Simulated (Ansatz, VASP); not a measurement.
## FeSi: VASP beside Ansatz

```
Fe Si
1.0
     4.19691    0.00000    0.00000
     0.00000    4.19691    0.00000
     0.00000    0.00000    4.19691
Fe Si
4 4
Cartesian
  0.5948 0.5948 0.5948
  1.5036 3.6021 2.6933
  2.6933 1.5036 3.6021
  3.6021 2.6933 1.5036
  3.5394 3.5394 3.5394
  2.7560 0.6576 1.4409
  1.4409 2.7560 0.6576
  0.6576 1.4409 2.7560
```

Alike in both runs: functional PBE; k mesh 8 × 8 × 8; occupations gaussian, width 0.05 eV; no spin polarisation.

Ansatz relaxed the structure, and its values are those at the end. VASP's run is a single point on that final structure, the one shown.

|  | VASP | Ansatz |
| --- | --- | --- |
| version | VASP 6.6.1 | Ansatz 0.2.0 |
| potentials or method | VASP PAW PBE potentials, release 64 (Fe, Si) | scalar-relativistic, plane waves, PAW |
| plane-wave cutoff (eV) | 520 | 420 |
| valence electrons in the cell | 48 | 80 |

|  | VASP | Ansatz | Ansatz less VASP |
| --- | --- | --- | --- |
| gap on the k mesh at the Fermi level (eV) | 0.15 | 0.16 | +0.004 |
| least direct gap on the mesh (eV) | 0.18 | 0.18 | +0.003 |
| rms of the force components (eV/Å) | 0.019 | 0.002 | -0.0169 |

The two sets of potentials don't hold the same shells in valence. Ansatz warned: «stress_scf_threshold_loose».

 Spin polarisation is off, so any magnetic state and its effect on volume and gap are missing.
